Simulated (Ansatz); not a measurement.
A run of Ansatz 0.2.0 is set up as follows.

The input input.yaml:

```yaml
crystal:
  lattice:
    - [0.0, 2.82891, 2.82891]
    - [2.82891, 0.0, 2.82891]
    - [2.82891, 2.82891, 0.0]
  atoms:
    - { symbol: Ge, position: [0.75, 0.75, 0.75] }
    - { symbol: Ge, position: [0.5, 0.5, 0.5] }
kpoints:
  mp_grid: { grid: [8, 8, 8] }
scf:
  occupations: { method: fermi_dirac, width: 0.05 }
hamiltonian:
  xc: pbesol
  pseudopotentials: { kind: all_electron, lapw: { basis_error: 0.001 } }
output:
  forces: true
  stress: true
  eigenvalues: true
  populations: true
```

Potentials or basis: all-electron LAPW, scalar-relativistic.

Command:

```bash
$ ansatz run input.yaml --threads 1 --pin off --max-ram 3072MiB --backend cpu --events-out ev --progress --plain --runs-dir out
```

**Question.** Estimate the pressure.

**Answer.** 0.6 GPa.

**Question.** Predict the band gap on the k mesh.

**Answer.** None (metal or under the smearing width).

Caveat: this crystal is a semiconductor, whose small gap the functional closes, so the metal is an error of the method.

**What was measured.**

From “Electronic and optical properties of SixGe1-x-ySny alloys lattice-matched to Ge”, 2021, arxiv:2109.02782, for a bulk crystal of Ge at 300 K: band gap 0.807 eV (direct).

Against the measured gap of Ge, 0.807 eV (direct; 300 K; “Electronic and optical properties of SixGe1-x-ySny alloys lattice-matched to Ge”, 2021, arxiv:2109.02782), the calculated 0.00 eV is off by -0.81 eV. 3 values of this kind are on record (0.666 to 0.807 eV); this one was drawn at random among those near their median. Spin-orbit coupling on Ge is left out. The value is that of PBEsol on a finite k mesh, which can miss the band edges, without temperature or zero-point motion. Semilocal functionals fall short of measured gaps as a rule.
